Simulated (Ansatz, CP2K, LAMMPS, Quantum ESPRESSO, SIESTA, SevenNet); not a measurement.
# Amorphous TiO2 at 3.34 g/cm³ (84 atoms): one relaxed cell, several methods

What does relaxation change in amorphous TiO2 at 3.34 g/cm³ (84 atoms), and how far do other programs agree with plane waves on the relaxed cell?

These are calculated values.

## Step 1: The structure

The cell holds 84 atoms (28 Ti and 56 O), with edges of 10.36, 10.36 and 10.36 Å. Recipe: 84 atoms (28 Ti, 56 O) placed at random at 3.34 g/cm³, melted at 5000 K for 10 ps at fixed volume with the Morse and Coulomb pair potential with partial charges (Pedone, Malavasi, Menziani, Cormack and Segre, J. Phys. Chem. B 110, 11780 (2006)). Quenched from 5000 K to 300 K at 50 K/ps and fixed volume, held 5 ps, then minimised at fixed cell. Then the atoms were relaxed with SevenNet 0 in the fixed cell. Then the atoms were relaxed with CP2K double zeta, PBE.

## Step 2: The relaxation

CP2K double zeta (DZVP-MOLOPT-SR, GTH-PBE potentials, 640 Ry; k-points Γ) took 10 geometry steps and reached its thresholds. It started from the geometry that SevenNet 0 had relaxed.

It took 11 min on 4 MPI ranks of Intel Xeon 6975P-C (Granite Rapids), shared host; peak memory 3.5 GiB; 43 min of CPU time.

|  | before | after |
| --- | --- | --- |
| energy (meV/atom) | 0 | -1.9 |
| Ti-O bonds under 2.64 Å | 140 at 1.940 Å | 139 at 1.936 Å |

Atoms moved by 0.03 Å r.m.s. and 0.10 Å at most, with the common shift taken off.

## Step 3: Local order after relaxation

Density 3.34 g/cm³, 13.25 Å³ an atom.

g(r), total and by pair (bins of 0.1 Å):

| r (Å) | total | O-O | O-Ti | Ti-Ti |
| --- | --- | --- | --- | --- |
| 1.65 | 0.00 | 0.00 | 0.00 | 0.00 |
| 1.75 | 1.36 | 0.00 | 3.06 | 0.00 |
| 1.85 | 4.50 | 0.00 | 10.10 | 0.00 |
| 1.95 | 1.66 | 0.00 | 3.73 | 0.00 |
| 2.05 | 1.02 | 0.00 | 2.30 | 0.00 |
| 2.15 | 0.49 | 0.00 | 1.10 | 0.00 |
| 2.25 | 0.20 | 0.00 | 0.45 | 0.00 |
| 2.35 | 0.18 | 0.00 | 0.41 | 0.00 |
| 2.45 | 0.29 | 0.65 | 0.00 | 0.00 |
| 2.55 | 0.58 | 1.21 | 0.09 | 0.00 |
| 2.65 | 0.71 | 1.44 | 0.16 | 0.00 |
| 2.75 | 0.96 | 2.08 | 0.08 | 0.00 |
| 2.85 | 2.01 | 4.44 | 0.07 | 0.00 |
| 2.95 | 1.33 | 2.93 | 0.07 | 0.00 |
| 3.05 | 1.08 | 1.70 | 0.43 | 1.22 |
| 3.15 | 0.81 | 0.97 | 0.46 | 1.60 |
| 3.25 | 0.95 | 1.29 | 0.27 | 2.35 |
| 3.35 | 0.69 | 0.71 | 0.35 | 2.01 |
| 3.45 | 1.09 | 1.00 | 0.61 | 3.41 |
| 3.55 | 1.21 | 0.89 | 0.90 | 3.78 |
| 3.65 | 1.17 | 0.93 | 1.14 | 2.21 |
| 3.75 | 0.78 | 0.52 | 1.12 | 0.48 |
| 3.85 | 1.02 | 0.57 | 1.60 | 0.46 |
| 3.95 | 0.98 | 0.65 | 1.45 | 0.43 |
| 4.05 | 0.84 | 0.41 | 1.48 | 0.00 |
| 4.15 | 0.83 | 0.49 | 1.18 | 0.79 |
| 4.25 | 0.93 | 0.66 | 1.22 | 0.88 |
| 4.35 | 1.20 | 0.60 | 1.94 | 0.60 |
| 4.45 | 1.13 | 0.80 | 1.62 | 0.46 |
| 4.55 | 1.19 | 0.77 | 1.42 | 1.97 |
| 4.65 | 1.13 | 0.68 | 1.63 | 0.94 |
| 4.75 | 1.13 | 0.78 | 1.48 | 1.11 |
| 4.85 | 0.86 | 0.91 | 0.82 | 0.86 |
| 4.95 | 0.98 | 1.13 | 0.81 | 1.11 |
| 5.05 | 1.07 | 1.35 | 0.73 | 1.33 |
| 5.15 | 1.09 | 1.56 | 0.79 | 0.42 |

Bonds by pair of elements; cutoffs follow the first minimum of g(r), held within bounds set by covalent radii, and pairs that aren't listed don't count as bonded:

| pair A-B | cutoff (Å) | bonds | mean length (Å) | spread (Å) | shortest (Å) | B about A | A about B |
| --- | --- | --- | --- | --- | --- | --- | --- |
| O-Ti | 2.64 | 139 | 1.94 | 0.159 | 1.72 | 2.48 | 4.96 |

How many atoms have how many bonded neighbours:

```csv
element,mean,2,3,4,5,6
O,2.48,30,25,1,0,0
Ti,4.96,0,0,6,17,5
```

Bond angles (no mean is given where the spread exceeds 20°):

```
  angle  count  mean (°)  spread (°)
 O-Ti-O    281         -           -
Ti-O-Ti    111         -           -
```

Bond length by coordination (bonds to H left out):

| element | coordination | atoms | mean bond length (Å) |
| --- | --- | --- | --- |
| O | 2 | 30 | 1.83 |
| O | 3 | 25 | 2.01 |
| O | 4 | 1 | 2.08 |
| Ti | 4 | 6 | 1.83 |
| Ti | 5 | 17 | 1.94 |
| Ti | 6 | 5 | 2.01 |

Rings of the network by King's shortest-path rule, up to 12 atoms, one path for each pair of neighbours; H, halogens, alkali and alkaline-earth atoms are left out, and the last column divides by all other atoms, bonded or not:

```csv
ring size (atoms),rings,per network atom
4,18,0.214
6,28,0.333
8,44,0.524
10,58,0.69
12,13,0.155
```

First main peaks of g(r), for some of the pairs, lie near 2.9 Å (O-O) and 1.9 Å (O-Ti). With the cutoffs above, 54 % of O atoms have 2 and 61 % of Ti atoms have 5 bonded neighbours. Bonds at O atoms with 2 neighbours average 1.83 Å, against 2.01 Å at those with 3. Rings of 10 atoms are the most common (36 % of those counted); sizes run from 4 to 12, where the search stops.

## Step 4: The plane-wave reference

Quantum ESPRESSO 7.5: Kohn-Sham DFT, PBE, SSSP efficiency 1.3.0 pseudopotentials, plane waves. Its input for the relaxed cell:

```
&control
  calculation = 'scf'
  pseudo_dir = './pseudo'
  outdir = './tmp'
  disk_io = 'none'
  tprnfor = .true.
  tstress = .true.
/
&system
  ibrav = 0
  nat = 84
  ntyp = 2
  ecutwfc = 60
  ecutrho = 480
  nosym = .true.
  occupations = 'smearing'
  smearing = 'fd'
  degauss = 0.003675
/
&electrons
  conv_thr = 4.2e-07
  electron_maxstep = 100
  mixing_beta = 0.4
  mixing_mode = 'plain'
  diagonalization = 'david'
/
ATOMIC_SPECIES
Ti 47.867 Ti.upf
O 15.999 O.upf
CELL_PARAMETERS angstrom
10.36260 0.00000 0.00000
0.00000 10.36260 0.00000
0.00000 0.00000 10.36260
ATOMIC_POSITIONS crystal
Ti 0.64440 0.97086 0.87068
Ti 0.21434 0.79155 0.14340
Ti 0.89018 0.97882 0.09805
[... 79 atom lines left out ...]
O 0.65230 0.66945 0.67349
O 0.24904 0.39962 0.21428
K_POINTS gamma
```

The job ended after 2.9 min (4 MPI ranks of Intel Xeon 6975P-C (Granite Rapids), shared host; peak memory 3.8 GiB).

## Step 5: Side by side

CPU times are from a shared host and are rough.

```
          level                    basis or training data  k-points  own r.m.s. force (meV/Å)  difference from the reference (meV/Å)  pressure (GPa)  Kohn-Sham gap (eV)  CPU time  memory (GiB)
        QE, PBE   plane waves, SSSP efficiency, 60/480 Ry         Γ                        45                                      -           -0.40                2.84    12 min           3.8
SIESTA DZP, PBE  DZP orbitals, shift 0.01 Ry, mesh 400 Ry         Γ                        59                                     74           -0.40                2.65   3.5 min           1.9
     SevenNet 0        trained on PBE(+U) plane-wave data         -                       102                                    102            1.10                   -     5.3 s          0.91
```

The gap is the spacing of the highest filled and lowest empty Kohn-Sham level on the mesh; a dash marks partly filled levels, a spacing under 0.15 eV or a method without such levels.

## Step 6: Outcome

Relaxation in the fixed cell lowers the energy by 2 meV/atom at its own level and moves atoms by up to 0.10 Å. By the cutoffs of the final cell 0 bonds formed and 1 was lost, leaving 139. The reference finds an r.m.s. force of 45 meV/Å there and a pressure of -0.40 GPa, at a geometry that CP2K double zeta made.

Forces differ from the reference's by 74 meV/Å (SIESTA DZP, PBE) and 102 meV/Å (SevenNet 0). CP2K double zeta is at its own minimum here, so the reference's force is itself a measure of how the two differ. Pressures lie +1.5 GPa (SevenNet 0) and +0.0 GPa (SIESTA DZP, PBE) from the reference's. The highest filled and lowest empty levels lie 2.84 eV apart in the reference, against 2.65 eV in SIESTA DZP, PBE. With the cutoffs above, 54 % of O atoms have 2 and 61 % of Ti atoms have 5 bonded neighbours. Rings of 10 atoms are the most common (36 % of those counted); sizes run from 4 to 12, where the search stops.

Caveats: The density was set by the recipe and held. One sample of a disordered cell; defect or tail levels can set the gap. Gaps are read on the mesh, which holds the band edges only if they fold onto it, and semilocal functionals tend to put them under measured ones. The quench rate of 50 K/ps is many orders above laboratory rates, so the cell is likely richer in defects and strain than a real sample. The reference samples only Γ, in a cell whose shortest periodic width is 10 Å. The plane-wave runs aren't exact: their cutoffs and mesh weren't converged further here. SIESTA's automatically made basis is far from complete, and its potentials were converted by us (checked for H, C, O, Si, Ge and Ca alone). Where levels are smeared, the DFT runs use Fermi–Dirac occupations at 580 K (0.05 eV), and energies are free energies.

[Logs are printed without paths, hosts, clocks, repeated set-up lines and the standing remarks that a program may print on its own settings, such as how far it seeks lower states.]

[Hosts, paths, dates, database ids (printed as entryN), source tags and the programs' standing remarks are cut or masked in the printed files.]
